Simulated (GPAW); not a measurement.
ZnS (Wurtzite-2H):

```
Zn S
1.0
     3.81100    0.00000    0.00000
    -1.90550    3.30042    0.00000
     0.00000    0.00000    6.23400
Zn S
2 2
Direct
  0.66667 0.33333 0.50000
  0.33333 0.66667 0.00000
  0.66667 0.33333 0.88500
  0.33333 0.66667 0.38500
```

| Item | Value |
| --- | --- |
| Program | GPAW 26.7.0 |
| Task | relaxation of cell and atoms |
| Functional | PBEsol |
| Dispersion | D3 |
| Potentials or basis | PAW data sets generated in the run's folder for this functional |
| Cutoff | 600 eV |
| Basis | pw |
| k mesh | 6 × 6 × 3 |
| Occupations | fermi-dirac, width 0.05 eV |
| Spin | no spin polarisation |

At the start: pressure -3.5 GPa; volume 19.60 Å³/atom.

Task: Where does the relaxation end?

Result: Over 11 steps the energy falls by 15.0 meV/atom and the volume is 18.72 Å³/atom (-4.5 %); space group P6_3mc (No. 186, to 0.05 Å).

The path:
```
step  energy change (eV)  largest force (eV/Å)  pressure (GPa)  volume (Å³)
   1              0.0000                0.2995           -3.46        78.41
   2             -0.0126                0.2639           -3.18        78.06
   3             -0.0525                0.2075           -0.03        74.94
   4             -0.0573                0.0415           -0.81        75.60
   5             -0.0581                0.0426           -0.63        75.43
   6             -0.0596                0.0045            0.07        74.82
   7             -0.0597                0.0092            0.08        74.81
   8             -0.0598                0.0184            0.06        74.83
   9             -0.0599                0.0243            0.03        74.85
  10             -0.0600                0.0239            0.00        74.87
  11             -0.0601                0.0132           -0.02        74.88
```

Final structure:
```
Zn S
1.0
     3.75014    0.00000    0.00000
    -1.87507    3.24772    0.00000
     0.00000    0.00000    6.14791
Zn S
2 2
Direct
  0.66667 0.33333 0.50514
  0.33333 0.66667 0.00514
  0.66667 0.33333 0.87986
  0.33333 0.66667 0.37986
```

Caveat: later steps reuse the first step's grids.
